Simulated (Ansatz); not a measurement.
# Hf (Fm-3m) in Ansatz: settings compared

One crystal, Hf, is run at these levels: PBEsol0, B3LYP; tasks: relaxation of cell and atoms, single point.

Everything below comes from runs of Ansatz 0.2.0. Logs are shortened: lines on timing, memory, paths and dates and some standing lists are left out, and cuts for length are marked.

**1. The crystal as given**

It takes space group Fm-3m (No. 225, cubic). The conventional cell has a = 4.440 Å, b = 4.440 Å, c = 4.440 Å, α = 90.00°, β = 90.00°, γ = 90.00°. Hf (site symmetry m-3m) is surrounded by 12 Hf at 3.14 Å.

This isn't the form of Hf at room conditions, which is hcp.

**2. Relaxation of cell and atoms, PBEsol0**

The input, input:

```
crystal:
  lattice:
    - [0.0, 2.22, 2.22]
    - [2.22, 0.0, 2.22]
    - [2.22, 2.22, 0.0]
  atoms:
    - { symbol: Hf, position: [0.0, 0.0, 0.0] }
hamiltonian:
  xc: { exchange: pbesol, correlation: pbesol, exx: { coeff: 0.25 } }
  pseudopotentials: { kind: paw }
kpoints:
  mp_grid: { grid: [5, 5, 5] }
scf:
  occupations: { method: fermi_dirac, width: 0.05 }
output:
  forces: true
  stress: true
  eigenvalues: true
  write_density: true
  write_potential: true
  elf: true
  volumetric_format: npy
relax:
  f_tol: 0.01
  max_steps: 40
  cell: { stress_tol: 0.05 }
```

Potentials or basis: Ansatz PAW.

The log of the run:

```text
GPUs: using 1 of 1 available (devices: 1).
Engine: ansatz 0.2.0, x86_64-unknown-linux-gnu
Pseudopotentials: kind: paw
Pseudopotential: Hf, paw, valence charge 26, recommended cutoff 420 eV (normal), Hf.paw.azcp
Functional definition: unnamed
  parameter a_1 = 0.25
  exchange = (1 - a_1)*pbe_x(mu = 0.12345679012345678) + a_1*exact_x
  correlation = pbe_c(beta = 0.046)
device memory: the entry about to start is reckoned to put 0.4 GiB on a device that reports 61.6 GiB free (of which the cap on the GPU budget leaves the run 18.0 GiB)
GPU FFT provider: cuFFT
GPU libraries: cuBLAS 13.8.2, cuFFT 12.4.0, cuSOLVER 12.3.4
Crystal: 1 atoms, lattice volume = 21.882 Å³
Basis set: ecut = 420 eV, 411 PW (Γ), exchange–correlation on 48×48×48 points (8 copies of the dense FFT grid, shifted against one another)
Bands: 17, of which v1, the nominal top of the filled ones, is band 13 counted from 1 (12 counted from 0)
Symmetry: 48 space group operations
Space group: Fm-3m (ITA 225), of the structure as read, at distance tolerance 2.8e-5 Å
k-points: 10 of 125
Non-local potential: Hf, projectors of the file, l = 0: 3, l = 1: 2, l = 2: 2, l = 3: 3
PAW form: soft (Blöchl's): semilocal exchange-correlation on the pseudo side does not see the compensation charge
PAW frozen core: Hf, regenerated for the run's functional, and the local potential with it (the file was generated under x = pbe(κ = 0.804, μ = 0.2195149727645171), c = pbe(β = 0.06672455060314922))
PAW one-centre angular grid: Hf, 590 points (default); XC on 64 Gauss nodes
Initial density: superposition of atomic densities (neutral atoms: chi_scale 0, normalization atom), corrected by the library's trained network
Initial wavefunctions: pseudopotential atomic-orbital guess
GPU buffer pool allocated for 13824 grid points (all kernels)
GPU transforms: local potential and band sums: pruned to the plane-wave sphere, on 24×24×24
Functional: x = pbesol(κ = 0.804, μ = 0.12345679012345678), c = pbesol(β = 0.046), warm-up for x = 0.75 pbesol(κ = 0.804, μ = 0.12345679012345678) + 0.25 exact, c = pbesol(β = 0.046)
SCF iter   1: F=—  HF=-15598.011711 eV  |F-HF|=—  |Δ(HF+E_count)|=         —  Δρ=3.23e-3  dr2=6.64e-4  ethr=1.77e-3  ⟨swp⟩=5.5  Hψ=600  notcnv=0
preconditioner: auto → none  [metal: Δε(μ)=0.085 eV  Ē_g=18.514 eV  σ=0.050 eV  W_gap=0.38  n_scr=8 (ndim 8)  ℏωp=38.9 eV  f_vac=0.000  D(μ)=1.43/eV (n_scr^D=14)  sad-step TF]
SCF iter   2: F=—  HF=-15598.012320 eV  |F-HF|=—  |Δ(HF+E_count)|=   6.09e-4  Δρ=1.91e-3  dr2=2.57e-4  ethr=2.56e-6  ⟨swp⟩=3.8  Hψ=463  notcnv=0
iter 3 solved again at ethr=4.82e-8 eV; its pass at ethr=9.89e-7 eV (dr2=1.25e-5 eV) is discarded
SCF iter   3: F=—  HF=-15598.012479 eV  |F-HF|=—  |Δ(HF+E_count)|=   1.59e-4  Δρ=3.00e-4  dr2=1.34e-5  ethr=4.82e-8  ⟨swp⟩=3.8  Hψ=722  notcnv=0
[... 222 lines left out ...]
preconditioner: auto → none  [insulator: Δε(μ)=0.712 eV  Ē_g=22.544 eV  σ=0.050 eV  W_gap=0.92  n_scr=8 (ndim 8)  ℏωp=38.8 eV  f_vac=0.000  D(μ)=0.30/eV (n_scr^D=0)]
SCF iter   2: F=-15630.179310 eV  HF=-15630.179310 eV  |F-HF|=3.64e-12  |Δ(HF+E_count)|=  1.82e-12  Δρ=4.90e-7  dr2=8.04e-12  ethr=1.00e-12  ⟨swp⟩=2.4  Hψ=305  notcnv=0
SCF 16 converged in 2 iterations: F = -15630.179310 eV  dr2 = 8.04e-12
  Residual-converged pass: ⟨swp⟩=4.1  Hψ=524  notcnv=0  max |occ|·‖R‖ = 7.4e-9 eV (tolerance 1.0e-8 eV)  dr2=7.88e-12  dr2_onsite=7.58e-13  max |Δocc| = 6.7e-15
hybrid outer 2: dexx = +3.126e-11 eV, tail = 2.30e-11 eV, Δε = 1.07e-5 eV (about 1.15e-6 eV left of the loop's levels)
relax step   4: F+E_penalty+E_count = -15630.17930981 eV  Δ(F+E_penalty+E_count) = -1.114e-4 eV  max|allowed force component| = 0.000e0 eV/Å  Δτ_max = 0.0000 Å  P = -0.007 GPa  Ω = 22.038 Å³  stress off target by 6.81e-3 GPa  SCF on the basis re-selected at this cell (its energy is not comparable with the rows above)  (6 SCF iters)
basis re-selected at this cell: Δ(F+E_penalty+E_count) = -1.114e-4 eV, ΔP = +0.002 GPa vs the last step (what re-selecting the basis moved, of the pressure what is left beyond the Pulay correction that the steps carried, after the strain that the cell walked since its last selection, with what the two solves' SCF thresholds leave and, on support functions, any second-order correction that the steps lacked; it is no measure of the basis error at this ecutwfc). This SCF's stress stands 6.81e-3 GPa from its target on what of the cell is left free (relax.cell.stress_tol is 5.00e-2 GPa) and its largest allowed force component is 0.00e0 eV/Å (relax.f_tol is 1.00e-2 eV/Å): within both
hybrid SCF converged: 2 outer / 6 inner (+0 warm-up), last move |dexx| = 3.13e-11 eV, tail = 2.30e-11 eV
Stability not checked: this state was not tested for a lower state beside it, because the functional holds exact exchange (a hybrid, or Hartree-Fock), whose exchange loop this test does not read (fock_operator; see scf.lower_state_search)
Free energy (F): -15630.179310 eV
Frozen-core exchange: fock
Harris-Foulkes:  -15630.179310 eV  (|F-HF|=3.64e-12)
Internal energy: -15630.176291 eV  (E = F + TS)
E sigma→0 (E₀):  -15630.177800 eV
Entropy (-TS):   -0.003019 eV (-3.019 meV/atom)
Fermi energy:    19.516432 eV
--- Per-component energies (eV) ---
  E_band       = -38.463029
  E_kinetic    = 420.738846
  E_local      = -5027.961484  (includes V_loc(G=0)·N_el)
  E_nonlocal   = -1252.364127
  E_hartree    = 2364.308837
  E_xc         = -228.188692
  E_vxc        = -203.973495  (∫ρ·V_xc dr)
  E_exx        = -125.225422  (= α·E_x^exact, valence–valence)
  E_paw        = -6769.542085  (= ΣΔE_a)
  E_vpaw       = 1546.930443  (= ΣTr[D̂ρ^β])
  E_aug_tail   = -0.000001  (compensation charges beyond the density's cutoff)
  E_ewald      = -5014.011984
  E_core_change = 2.069822  (= ΣΔE_core)
  E_smearing   = -0.003019  (= −TS)
  E_closure    = -0.000000  (closes the sum)
  Σ components = -15630.179310   (vs F -15630.179310, Δ=0.00e0)
--- Forces (eV/Å), atoms counted from 1 ---
  atom   1  Hf    -0.00000000    -0.00000000    -0.00000000
  max |Σ_I F_I| component: 4.83e-25 eV/Å
--- Stress (GPa, compression-positive) ---
       -0.006812      -0.000000       0.000000
       -0.000000      -0.006812       0.000000
       -0.000000       0.000000      -0.006812
  P = ⅓ Tr σ = -0.0068 GPa (-0.068 kbar)
--- Band table (eV; the first three rows and the last of 10) ---
  k-point 0: bands = ["-45.6932", "-12.5053", "-12.5053", "-12.5053", "4.3528", "4.3781", "4.3781", "4.3781", "4.4525", "4.4525", "4.4525", "11.1125", "22.2720", "22.2720", "22.2720", "25.4213", "25.4213"]
  k-point 1: bands = ["-45.6660", "-12.8656", "-12.5500", "-12.5500", "4.3641", "4.3810", "4.3910", "4.3910", "4.4293", "4.4293", "4.4535", "12.6005", "20.8387", "22.6753", "22.6753", "25.0969", "25.0969"]
  k-point 2: bands = ["-45.6209", "-13.4136", "-12.6184", "-12.6184", "4.3550", "4.3844", "4.3844", "4.4166", "4.4225", "4.4225", "4.4551", "14.9942", "20.1953", "22.1413", "22.1413", "26.9640", "26.9640"]
  k-point 9: bands = ["-45.5938", "-13.2519", "-13.0142", "-12.7913", "4.3797", "4.3960", "4.3969", "4.4055", "4.4061", "4.4202", "4.4312", "17.2185", "18.4680", "19.2294", "24.1749", "26.8900", "28.8671"]
--- Relaxed structure (3 steps of the walk, 2 accepted, 1 SCFs on fresh bases) ---
  F+E_penalty+E_count = -15630.17930981 eV   max|allowed force component| = 0.000e0 eV/Å   (the final SCF, on the basis selected at the relaxed cell)
  cell:  # Å, volume = 22.0378 Å³
    - [-5.09537203289559e-35, 2.225253086812547, 2.225253086812547]
    - [2.225253086812547, -8.757670681539296e-35, 2.225253086812547]
    - [2.225253086812547, 2.225253086812547, 1.433073384251885e-35]
  atoms:
    - { symbol: Hf, position: [0.0, 0.0, 0.0] }
```

v_z.tsv:

```text
# z_ang	v_es[eV]	v_tot[eV]
# format = ansatz-planar-average/11
# xc	{"exchange":"pbesol","correlation":"pbesol","exx":{"coeff":0.25,"omega":null}}
# density_cutoff_ev	1680
# datasets	Hf=:simpson_from_first_knot:soft:fock:shift=-916684
# lattice	-0.000000000	2.225253087	2.225253087
# lattice	2.225253087	-0.000000000	2.225253087
# lattice	2.225253087	2.225253087	0.000000000
# sites	1
# site	72	0.000000000	0.000000000	0.000000000
0.000000	5.881881e0	-5.702310e0
0.131124	6.033812e0	-5.433590e0
0.262249	6.510884e0	-4.628986e0
0.393373	7.364324e0	-3.294478e0
0.524497	8.647177e0	-1.453613e0
0.655621	1.035609e1	8.173576e-1
[... 16 lines left out ...]
2.884735	6.510884e0	-4.628986e0
3.015859	6.033812e0	-5.433590e0
```

It took 26 s on 1 × NVIDIA H100 80GB HBM3 with 2 threads of AMD EPYC 7R13 (Zen 3), shared host; peak memory 1.5 GiB.

What came out:

* Free energy: -15630.1793 eV
* Relaxed volume: 22.04 Å³/atom
* Relaxed cell: a = 3.147 Å, b = 3.147 Å, c = 3.147 Å, α = 60.00°, β = 60.00°, γ = 60.00°
* Space group after relaxing (to 0.05 Å): Fm-3m (No. 225)
* Energy gained by relaxing: 0.4 meV/atom
* Ionic steps: 3
* Pressure after relaxing: 0.0 GPa
* Band gap on the k mesh: none (metal or under the smearing width)

The path:
```
step  energy change (eV)  largest force (eV/Å)  volume (Å³)
   1              0.0000                0.0000        21.88
   2             -0.0003                0.0000        22.04
   3             -0.0004                0.0000        22.04
```

Final structure:
```
Hf
1.0
     0.00000    2.22525    2.22525
     2.22525    0.00000    2.22525
     2.22525    2.22525    0.00000
Hf
1
Direct
  0.00000 0.00000 0.00000
```

Caveat: the k mesh is coarse (spacing up to 0.49 Å⁻¹), so the values aren't converged, least of all with exact exchange; the plane-wave basis is chosen anew once the cell has moved, so the energies of steps on either side of that aren't comparable; the PAW data sets come from PBE, with cores solved anew for the run's functional, which leaves a small shift of forces and pressure. Zero-point motion and thermal expansion aren't in these numbers.

**3. Single point, B3LYP**

The input, input:

```
crystal:
  lattice:
    - [0.0, 2.22, 2.22]
    - [2.22, 0.0, 2.22]
    - [2.22, 2.22, 0.0]
  atoms:
    - { symbol: Hf, position: [0.0, 0.0, 0.0] }
hamiltonian:
  xc: b3lyp
  pseudopotentials: { kind: paw }
kpoints:
  mp_grid: { grid: [5, 5, 5] }
scf:
  occupations: { method: fermi_dirac, width: 0.05 }
output:
  forces: true
  stress: true
  eigenvalues: true
```

Potentials or basis: Ansatz PAW.

Wall time 8.1 s (1 × NVIDIA H100 80GB HBM3 with 2 threads of AMD EPYC 7R13 (Zen 3), shared host); peak memory 1.5 GiB.

Results (log left out):

| Item | Value |
| --- | --- |
| Free energy | -15733.3424 eV |
| Pressure | 6.1 GPa |
| Band gap on the k mesh | none (metal or under the smearing width) |

Levels at points of the mesh, in eV from the Fermi level:
| k point | band 9 | band 10 | band 11 | band 12 | band 13 | band 14 | band 15 | band 16 | band 17 |
| --- | --- | --- | --- | --- | --- | --- | --- | --- | --- |
| (0.00, 0.00, 0.00) | -14.35 | -14.35 | -14.35 | -8.01 | 2.47 | 2.47 | 2.47 | 5.53 | 5.53 |

Caveat: the k mesh is coarse (spacing up to 0.49 Å⁻¹), so the values aren't converged, least of all with exact exchange; the PAW data sets come from PBE, with cores solved anew for the run's functional, which leaves a small shift of forces and pressure; the thresholds are loose for stress.

**4. Relaxation of cell and atoms, B3LYP**

input, as its differences from that of step 3:

```diff
@@ -18 +18,9 @@
   eigenvalues: true
+  write_density: true
+  write_potential: true
+  elf: true
+  volumetric_format: npy
+relax:
+  f_tol: 0.01
+  max_steps: 40
+  cell: { stress_tol: 0.05 }
```

It took 29 s on 1 × NVIDIA H100 80GB HBM3 with 2 threads of AMD EPYC 7R13 (Zen 3), shared host; peak memory 1.5 GiB.

Results (log left out):

```yaml
Free_energy: -15733.3640 eV
Relaxed_volume: 23.06 Å³/atom
Relaxed_cell: a = 3.195 Å, b = 3.195 Å, c = 3.195 Å, α = 60.00°, β = 60.00°, γ = 60.00°
Space_group_after_relaxing_to_0.05_Å: Fm-3m (No. 225)
Energy_gained_by_relaxing: 21.6 meV/atom
Ionic_steps: 4
Pressure_after_relaxing: 0.0 GPa
Band_gap_on_the_k_mesh: none (metal or under the smearing width)
```

Step by step:
```
step  energy change (eV)  largest force (eV/Å)  volume (Å³)
   1              0.0000                0.0000        21.88
   2             -0.0209                0.0000        23.16
   3             -0.0211                0.0000        23.06
   4             -0.0216                0.0000        23.06
```

Final structure:
```
CELL_PARAMETERS angstrom
0.00000 2.25922 2.25922
2.25922 0.00000 2.25922
2.25922 2.25922 0.00000
ATOMIC_POSITIONS crystal
Hf 0.00000 0.00000 0.00000
```

Levels at points of the mesh, in eV from the Fermi level:
| k point | band 10 | band 11 | band 12 | band 13 | band 14 | band 15 | band 16 | band 17 |
| --- | --- | --- | --- | --- | --- | --- | --- | --- |
| (0.00, 0.00, 0.00) | -14.56 | -14.56 | -7.88 | 2.39 | 2.39 | 2.39 | 5.26 | 5.26 |

Caveat: the k mesh is coarse (spacing up to 0.49 Å⁻¹), so the values aren't converged, least of all with exact exchange; the plane-wave basis is chosen anew once the cell has moved, so the energies of steps on either side of that aren't comparable; the PAW data sets come from PBE, with cores solved anew for the run's functional, which leaves a small shift of forces and pressure. The run has no spin-orbit coupling, so splittings on Hf are missing.

**5. The runs side by side**

```csv
task,level,cell,gap on the mesh (eV),pressure (GPa),relaxed volume (Å³/atom)
relaxation of cell and atoms,PBEsol0,relaxed,none,0.0,22.04
single point,B3LYP,as given,none,6.1,-
relaxation of cell and atoms,B3LYP,relaxed,none,0.0,23.06
```

Alike in all rows: potentials or basis Ansatz PAW; no spin polarisation; k mesh 5 × 5 × 5; cutoff (eV) 420; smearing fermi-dirac 0.05 eV; the mesh is coarse, so values aren't converged.

Caveats: all runs use coarse meshes; the PAW data sets come from PBE, with cores solved anew for the run's functional, which leaves a small shift of forces and pressure; the plane-wave basis is chosen anew once the cell has moved, so the energies of steps on either side of that aren't comparable (some runs); the thresholds are loose for stress (some runs).

Absolute energies hang on the potentials; compare differences alone.
